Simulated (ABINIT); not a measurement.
## InP (F-43m): G0W0 in ABINIT against the exchange cutoff

Wanted: the cheapest exchange cutoff that holds the gap of InP (F-43m).

Calculated with ABINIT 10.8.3; PBE and many-body steps on it, plane waves.

The database entry behind the starting cell differs from later determinations by our own check (0.1 to 0.3 % short, probably kX units), so it need not match the best structure at ambient conditions.

### 1. Starting point

It takes space group F-43m (No. 216, cubic). Conventional cell: a = 5.861 Å, b = 5.861 Å, c = 5.861 Å, α = 90.00°, β = 90.00°, γ = 90.00°. In has 4 P at 2.54 Å nearest. P has 4 In at 2.54 Å nearest. Farther neighbours are not listed.

The cell and positions come from the Crystallography Open Database and are kept as given unless a step says otherwise.

### 2. Screening, 4×4×4 mesh, 29 bands, screening to 106.1 eV

This step: ABINIT 10.8.3; RPA screening on PBE, plane waves, norm-conserving pseudopotentials.

The RPA dielectric matrix is built and inverted for each q.

Input file run.abi:

```
acell 3*1.0 Angstrom
rprim 
  -0.000000000000 2.930500000000 2.930500000000
  2.930500000000 -0.000000000000 2.930500000000
  2.930500000000 2.930500000000 -0.000000000000
ntypat 2
znucl 49 15
natom 2
typat 1 2
xred 
  0.000000000000 0.000000000000 0.000000000000
  0.250000000000 0.250000000000 0.250000000000
pp_dirpath "pseudos"
pseudos "In.upf, P.upf"
ecut 31
ngkpt 4 4 4
nshiftk 1
shiftk 0 0 0
kptopt 1
chksymbreak 0
istwfk *1
occopt 1
irdwfk 1
optdriver 3
nband 29
ecuteps 3.9
inclvkb 2
awtr 1
symchi 1
indata_prefix "in"
outdata_prefix "out"
tmpdata_prefix "tmp"
```

Run with:

```bash
$ OMP_NUM_THREADS=1 mpirun -n 4 abinit run.abi > log
```

The log of the run:

```text
.Version 10.8.3 of ABINIT. v10.8.2 released Aug 2026.

 Symmetries : space group F-4 3 m (#216); Bravais cF (face-center cubic)
[... echo of the input left out ...]
== DATASET  1 ==================================================================
-   mpi_nproc: 4, omp_nthreads: 1 (-1 if OMP is not activated)

--- !DatasetInfo
iteration_state: {dtset: 1, }
dimensions: {natom: 2, nkpt: 8, mband: 29, nsppol: 1, nspinor: 1, nspden: 1, mpw: 2826, }
cutoff_energies: {ecut:  31.0, pawecutdg:  -1.0, }
electrons: {nelect:   1.80000000E+01, charge:   0.00000000E+00, occopt:   1.00000000E+00, tsmear:   1.00000000E-02, }

 SCREENING: Calculation of the susceptibility and dielectric matrices

 Based on a program developped by R.W. Godby, V. Olevano, G. Onida, and L. Reining.
 Incorporated in ABINIT by V. Olevano, G.-M. Rignanese, and M. Torrent.
.Using double precision arithmetic ; gwpc =  8

[... cell and pseudopotentials left out ...]
--------------------------------------------------------------------------------

 ==== K-mesh for the wavefunctions ====
 Number of points in the irreducible wedge :     8
[... list of points left out ...]
 Together with 24 symmetry operations and time-reversal symmetry
 yields    64 points in the full Brillouin Zone.

 ==== Q-mesh for the screening function ====
 Number of points in the irreducible wedge :     8
[... list of points left out ...]
 Together with 24 symmetry operations and time-reversal symmetry
 yields    64 points in the full Brillouin Zone.

 setmesh: FFT mesh size selected  =    27x   27x   27
          total number of points  =        19683

 vcoul_init : cutoff-mode = AUXILIARY_FUNCTION
 q-points for optical limit:   1
     1)      0.000010    0.000020    0.000030

- screening: taking advantage of time-reversal symmetry
- Maximum band index for partially occupied states nbvw = 9
- Remaining bands to be divided among processors   nbcw = 20
- Number of bands treated by each node ~5

 Number of electrons calculated from density =   18.0000; Expected =   18.0000
 average of density, n =  0.052993
 r_s =    1.6516
 omega_plasma =   22.2058 [eV]

 calculating chi0 at frequencies [eV] :
  1    0.000000E+00    0.000000E+00
  2    0.000000E+00    2.220578E+01

--------------------------------------------------------------------------------
  q-point number  1        q = ( 0.000000, 0.000000, 0.000000) [r.l.u.]
--------------------------------------------------------------------------------
[... chi0 elements left out ...]
 For q-point:  0.000010 0.000020 0.000030
  dielectric constant =  42.4503
  dielectric constant without local fields =  45.1174

  Average fulfillment of the sum rule on Im[epsilon] for q-point    1 :     32.38  [%]
[... wings left out ...]
  q-point number  2        q = ( 0.250000, 0.000000, 0.000000) [r.l.u.]
--------------------------------------------------------------------------------
[... chi0 elements left out ...]
  Average fulfillment of the sum rule on Im[epsilon] for q-point    2 :     53.42  [%]

 [... 6 further q-points ...]
```

Wall time 5.5 s (4 MPI ranks of Arm Neoverse V1, shared host); peak memory 0.45 GiB.

Numbers from this step:

```yaml
eps_infinity_with_local_fields_on_this_mesh_along_the_program_s_q_direction: 42.45
the_same_without_local_fields: 45.12
plasma_frequency: 22.21 eV
plane_waves_in_the_screening_matrix: 137
```

Local fields lower ε∞ by 6 %. On a Γ-centred mesh this coarse the value itself is usually too large, while a short band sum pulls it down.

### 3. 3.1 Ha

This step: G0W0 on PBE, plane waves, norm-conserving pseudopotentials.

run.abi, as its differences from that of step 2:

```diff
@@ -23,8 +23,15 @@
 irdwfk 1
-optdriver 3
+optdriver 4
 nband 29
+gwcalctyp 0
+ecutsigx 3.1
+symsigma 1
+nkptgw 1
+kptgw 
+  0.0000000000 0.0000000000 0.0000000000
+bdgw 
+  7 13
 ecuteps 3.9
-inclvkb 2
-awtr 1
-symchi 1
+irdscr 1
+ppmodel 1
 indata_prefix "in"
```

The log of the run:

```text
.Version 10.8.3 of ABINIT. v10.8.2 released Aug 2026.

 Symmetries : space group F-4 3 m (#216); Bravais cF (face-center cubic)
[... echo of the input left out ...]
== DATASET  1 ==================================================================
-   mpi_nproc: 4, omp_nthreads: 1 (-1 if OMP is not activated)

--- !DatasetInfo
iteration_state: {dtset: 1, }
dimensions: {natom: 2, nkpt: 8, mband: 29, nsppol: 1, nspinor: 1, nspden: 1, mpw: 2826, }
cutoff_energies: {ecut:  31.0, pawecutdg:  -1.0, }
electrons: {nelect:   1.80000000E+01, charge:   0.00000000E+00, occopt:   1.00000000E+00, tsmear:   1.00000000E-02, }

 SIGMA: Calculation of the GW corrections

 Based on a program developped by R.W. Godby, V. Olevano, G. Onida, and L. Reining.
 Incorporated in ABINIT by V. Olevano, G.-M. Rignanese, and M. Torrent.
.Using double precision arithmetic ; gwpc =  8

[... cell and pseudopotentials left out ...]
--------------------------------------------------------------------------------

 ==== K-mesh for the wavefunctions ====
 Number of points in the irreducible wedge :     8
[... list of points left out ...]
 Together with 24 symmetry operations and time-reversal symmetry
 yields    64 points in the full Brillouin Zone.

 ==== Q-mesh for screening function ====
 Number of points in the irreducible wedge :     8
[... list of points left out ...]
 Together with 24 symmetry operations and time-reversal symmetry
 yields    64 points in the full Brillouin Zone.

 vcoul_init : cutoff-mode = AUXILIARY_FUNCTION
 q-points for optical limit:   1
     1)      0.000010    0.000020    0.000030
 setmesh: FFT mesh size selected  =    25x   25x   25
          total number of points  =        15625

 Number of electrons calculated from density =   18.0000; Expected =   18.0000
 average of density, n =  0.052993
 r_s =    1.6516
 omega_plasma =   22.2058 [eV]

 === KS Band Gaps ===
  >>>> For spin  1
   Minimum direct gap =   0.7094 [eV], located at k-point      :   0.0000  0.0000  0.0000
   Fundamental gap    =   0.7094 [eV], Top of valence bands at :   0.0000  0.0000  0.0000
                                       Bottom of conduction at :   0.0000  0.0000  0.0000
 SIGMA fundamental parameters:
 PLASMON POLE MODEL  1
 number of plane-waves for SigmaX                   89
 number of plane-waves for SigmaC and W             89
 number of plane-waves for wavefunctions          2741
 number of bands                                    29
 number of independent spin polarizations            1
 number of spinorial components                      1
 number of k-points in IBZ                           8
 number of q-points in IBZ                           8
 number of symmetry operations                      24
 number of k-points in BZ                           64
 number of q-points in BZ                           64
 number of frequencies for dSigma/dE                 9
 frequency step for dSigma/dE [eV]                0.25
 number of omega for Sigma on real axis              0
 max omega for Sigma on real axis  [eV]           0.00
 zcut for avoiding poles [eV]                     0.10

 EPSILON^-1 parameters (SCR file):
 dimension of the eps^-1 matrix on file            137
 dimension of the eps^-1 matrix used                89
 number of plane-waves for wavefunctions          2741
 number of bands                                    29
 number of q-points in IBZ                           8
 number of frequencies                               2
 number of real frequencies                          1
 number of imag frequencies                          1

 matrix elements of self-energy operator (all in [eV])

 Perturbative Calculation

--- !SelfEnergy_ee
iteration_state: {dtset: 1, }
kpoint     : [   0.000,    0.000,    0.000, ]
spin       : 1
KS_gap     :    0.709
QP_gap     :    1.084
Delta_QP_KS:    0.374
data: !SigmaeeData |
     Band     E0 <VxcDFT>   SigX SigC(E0)      Z dSigC/dE  Sig(E)    E-E0       E
        7   4.474 -12.528 -13.800   2.008   0.774  -0.292 -11.958   0.570   5.044
        8   4.474 -12.528 -13.800   2.008   0.774  -0.292 -11.958   0.570   5.044
        9   4.474 -12.528 -13.800   2.008   0.774  -0.292 -11.958   0.570   5.044
       10   5.183 -11.291  -7.059  -3.036   0.789  -0.267 -10.346   0.944   6.128
       11   8.562 -10.216  -6.093  -3.274   0.795  -0.258  -9.541   0.675   9.237
       12   8.562 -10.216  -6.093  -3.274   0.795  -0.258  -9.541   0.675   9.237
       13   8.562 -10.216  -6.093  -3.274   0.795  -0.258  -9.541   0.675   9.237

== END DATASET(S) ==============================================================
================================================================================

 -outvars: echo values of variables after computation  --------
           etotal      0.0000000000E+00
            nband          29
             nkpt           8
          spgroup         216
 [... the other variables as echoed above ...]

 Calculation completed.
```

Run time: 2.6 s. Hardware: 4 MPI ranks; peak memory 0.11 GiB; 10 s of CPU time.

Numbers from this step:

| Property | Result |
| --- | --- |
| G0W0 gap on the points computed | 1.084 eV |
| starting gap on the mesh | 0.7094 eV |
| k of the valence top | 0, 0, 0 |
| k of the conduction bottom | 0, 0, 0 |
| Z at the valence top | 0.774 |
| Z at the conduction bottom | 0.789 |
| least direct G0W0 gap on the computed points | 1.084 eV |

### 4. 6.2 Ha

run.abi, as its differences from that of step 3:

```diff
@@ -26,3 +26,3 @@
 gwcalctyp 0
-ecutsigx 3.1
+ecutsigx 6.2
 symsigma 1
```

The log of the run:

```text
.Version 10.8.3 of ABINIT. v10.8.2 released Aug 2026.

 Symmetries : space group F-4 3 m (#216); Bravais cF (face-center cubic)
[... echo of the input left out ...]
== DATASET  1 ==================================================================
-   mpi_nproc: 4, omp_nthreads: 1 (-1 if OMP is not activated)

--- !DatasetInfo
iteration_state: {dtset: 1, }
dimensions: {natom: 2, nkpt: 8, mband: 29, nsppol: 1, nspinor: 1, nspden: 1, mpw: 2826, }
cutoff_energies: {ecut:  31.0, pawecutdg:  -1.0, }
electrons: {nelect:   1.80000000E+01, charge:   0.00000000E+00, occopt:   1.00000000E+00, tsmear:   1.00000000E-02, }

 SIGMA: Calculation of the GW corrections

 Based on a program developped by R.W. Godby, V. Olevano, G. Onida, and L. Reining.
 Incorporated in ABINIT by V. Olevano, G.-M. Rignanese, and M. Torrent.
.Using double precision arithmetic ; gwpc =  8

[... cell and pseudopotentials left out ...]
--------------------------------------------------------------------------------

 ==== K-mesh for the wavefunctions ====
 Number of points in the irreducible wedge :     8
[... list of points left out ...]
 Together with 24 symmetry operations and time-reversal symmetry
 yields    64 points in the full Brillouin Zone.

 ==== Q-mesh for screening function ====
 Number of points in the irreducible wedge :     8
[... list of points left out ...]
 Together with 24 symmetry operations and time-reversal symmetry
 yields    64 points in the full Brillouin Zone.

 vcoul_init : cutoff-mode = AUXILIARY_FUNCTION
 q-points for optical limit:   1
     1)      0.000010    0.000020    0.000030
 setmesh: FFT mesh size selected  =    30x   30x   30
          total number of points  =        27000

 Number of electrons calculated from density =   18.0000; Expected =   18.0000
[...]
number of q-points in BZ                           64
 number of frequencies for dSigma/dE                 9
 frequency step for dSigma/dE [eV]                0.25
 number of omega for Sigma on real axis              0
 max omega for Sigma on real axis  [eV]           0.00
 zcut for avoiding poles [eV]                     0.10

 EPSILON^-1 parameters (SCR file):
 dimension of the eps^-1 matrix on file            137
 dimension of the eps^-1 matrix used               137
 number of plane-waves for wavefunctions          2741
 number of bands                                    29
 number of q-points in IBZ                           8
 number of frequencies                               2
 number of real frequencies                          1
 number of imag frequencies                          1

 matrix elements of self-energy operator (all in [eV])

 Perturbative Calculation

--- !SelfEnergy_ee
iteration_state: {dtset: 1, }
kpoint     : [   0.000,    0.000,    0.000, ]
spin       : 1
KS_gap     :    0.709
QP_gap     :    0.960
Delta_QP_KS:    0.251
data: !SigmaeeData |
     Band     E0 <VxcDFT>   SigX SigC(E0)      Z dSigC/dE  Sig(E)    E-E0       E
        7   4.474 -12.528 -14.040   1.994   0.773  -0.294 -12.156   0.373   4.846
        8   4.474 -12.528 -14.040   1.994   0.773  -0.294 -12.156   0.373   4.846
        9   4.474 -12.528 -14.040   1.994   0.773  -0.294 -12.156   0.373   4.846
       10   5.183 -11.291  -7.449  -3.051   0.788  -0.269 -10.667   0.623   5.807
       11   8.562 -10.216  -6.316  -3.271   0.795  -0.258  -9.716   0.500   9.062
       12   8.562 -10.216  -6.316  -3.271   0.795  -0.258  -9.716   0.500   9.062
       13   8.562 -10.216  -6.316  -3.271   0.795  -0.258  -9.716   0.500   9.062

== END DATASET(S) ==============================================================
================================================================================

 -outvars: echo values of variables after computation  --------
           etotal      0.0000000000E+00
            nband          29
             nkpt           8
          spgroup         216
 [... the other variables as echoed above ...]

 Calculation completed.
```

The job ended after 3 s (4 MPI ranks; peak memory 0.11 GiB; 12 s of CPU time).

Numbers from this step:

```
G0W0 gap on the points computed              : 0.9610 eV
starting gap on the mesh                     : 0.7094 eV
k of the valence top                         : 0, 0, 0
k of the conduction bottom                   : 0, 0, 0
Z at the valence top                         : 0.773
Z at the conduction bottom                   : 0.788
least direct G0W0 gap on the computed points : 0.9610 eV
```

[end of part 1 of 2]

[Paths, hosts, dates, memory and timing lines, banners, echoed tables and standing remarks are left out of the program output.]

[Logs are printed without paths, hosts, clocks, repeated set-up lines and the standing remarks that a program may print on its own settings, such as how far it seeks lower states.]

[Runs of the session that timed out or met a known fault of the program may be left out.]

[Hosts, paths, dates, database ids (printed as entryN), source tags and the programs' standing remarks are cut or masked in the printed files.]

[G0W0 gaps are taken among the corrected bands and points alone; a level outside them can change the order at an edge.]

[Where Ansatz stands beside ABINIT at settings called matched, ABINIT's density can come from a denser mesh and the files from another edition; pairs whose starting gaps differed by over 0.03 eV were left out, so agreement reads better than it is.]
